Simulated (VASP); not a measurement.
Crystal: C.

```xyz
2
Lattice="2.1273 -1.2283 0.0000 2.1273 1.2283 0.0000 -1.3791 0.0000 3.5028" Properties=species:S:1:pos:R:3 pbc="T T T"
C     3.5455    0.0000    0.0003
C    -0.6699    0.0000    3.5025
```

This is a stacking variant of graphite.

| Property | Result |
| --- | --- |
| Program | VASP 6.6.1 |
| Task | relaxation of cell and atoms |
| Functional | PBE |
| Dispersion | D3(BJ) |
| Potentials or basis | VASP PAW PBE potentials, release 64 (C) |
| Cutoff | 600 eV |
| k mesh | 14 × 14 × 8 |
| Occupations | gaussian, width 0.02 eV |
| Spin | no spin polarisation |

At the start: pressure 2.7 GPa; volume 9.15 Å³/atom.

Question: How do energy, volume and symmetry change on relaxing?

Answer: Over 24 steps the energy falls by 2.9 meV/atom and the volume is 8.79 Å³/atom (-3.9 %); space group R-3m (No. 166, to 0.05 Å).

Step by step:
| step | energy change (eV) | largest force (eV/Å) | pressure (GPa) | volume (Å³) |
| --- | --- | --- | --- | --- |
| 1 | 0.0000 | 0.0055 | 2.69 | 18.31 |
| 2 | 0.0093 | 0.0172 | -7.67 | 18.71 |
| 3 | -0.0021 | 0.0028 | -0.56 | 18.43 |
| 4 | -0.0021 | 0.0027 | -0.49 | 18.42 |
| 5 | -0.0025 | 0.0087 | -0.51 | 18.37 |
| 6 | -0.0037 | 0.0424 | -0.40 | 18.20 |
| 7 | -0.0052 | 0.1093 | -0.21 | 17.86 |
| 8 | -0.0040 | 0.2413 | 0.35 | 17.19 |
| 9 | -0.0055 | 0.1455 | -0.10 | 17.68 |
| 10 | -0.0057 | 0.0718 | -0.09 | 17.65 |
| 11 | -0.0058 | 0.0393 | -0.04 | 17.60 |
| 12 | -0.0058 | 0.0331 | -0.03 | 17.61 |
| 13 | -0.0058 | 0.0315 | -0.05 | 17.63 |
| 14 | -0.0058 | 0.0281 | -0.02 | 17.61 |
| 15 | -0.0058 | 0.0299 | -0.05 | 17.61 |
| 16 | -0.0058 | 0.0248 | -0.02 | 17.60 |
| 17 | -0.0058 | 0.0150 | 0.00 | 17.59 |
| 18 | -0.0058 | 0.0105 | 0.03 | 17.57 |
| 19 | -0.0058 | 0.0084 | 0.01 | 17.58 |
| 20 | -0.0058 | 0.0092 | 0.03 | 17.59 |
| 21 | -0.0058 | 0.0119 | 0.00 | 17.59 |
| 22 | -0.0058 | 0.0098 | -0.02 | 17.59 |
| 23 | -0.0058 | 0.0091 | -0.01 | 17.59 |
| 24 | -0.0058 | 0.0013 | -0.01 | 17.59 |

Final structure:
```
CELL_PARAMETERS angstrom
2.13480 -1.23262 -0.00277
2.13480 1.23262 -0.00277
-1.38844 0.00000 3.34344
ATOMIC_POSITIONS crystal
C 0.83337 0.83337 0.00012
C 0.16663 0.16663 0.99988
```
